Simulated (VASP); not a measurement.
Crystal: YN.

```
Y N
1.0
     0.00000    2.44836    2.44836
     2.44836    0.00000    2.44836
     2.44836    2.44836    0.00000
Y N
1 1
Direct
  0.00000 0.00000 0.00000
  0.50000 0.50000 0.50000
```

The cell comes from a database or a generator and needn't be the stable form of this composition.

```yaml
Program: VASP 6.6.1
Task: relaxation of cell and atoms
Functional: RPBE
Potentials_or_basis: VASP PAW PBE potentials, release 64 (Y_sv, N)
Cutoff: 600 eV
k_mesh: 12 × 12 × 12
Occupations: gaussian, width 0.1 eV
Spin: no spin polarisation
```

At the start: pressure 3.9 GPa; volume 14.68 Å³/atom.

**Question.** How do energy, volume and symmetry change on relaxing?

**Answer.** Over 3 steps the energy falls by 4.4 meV/atom and the volume is 15.05 Å³/atom (+2.5 %); space group Fm-3m (No. 225, to 0.05 Å).

Step by step:
```
step  energy change (eV)  largest force (eV/Å)  pressure (GPa)  volume (Å³)
   1              0.0000                0.0000            3.92        29.35
   2              0.0010                0.0000           -3.76        30.90
   3             -0.0088                0.0000           -0.01        30.09
```

Final structure:
```
Y N
1.0
     0.00000    2.46880    2.46880
     2.46880    0.00000    2.46880
     2.46880    2.46880    0.00000
Y N
1 1
Cartesian
  0.0000 0.0000 0.0000
  2.4688 2.4688 2.4688
```

Caveat: the PAW data sets were made with another functional, which shifts forces and pressure a little.
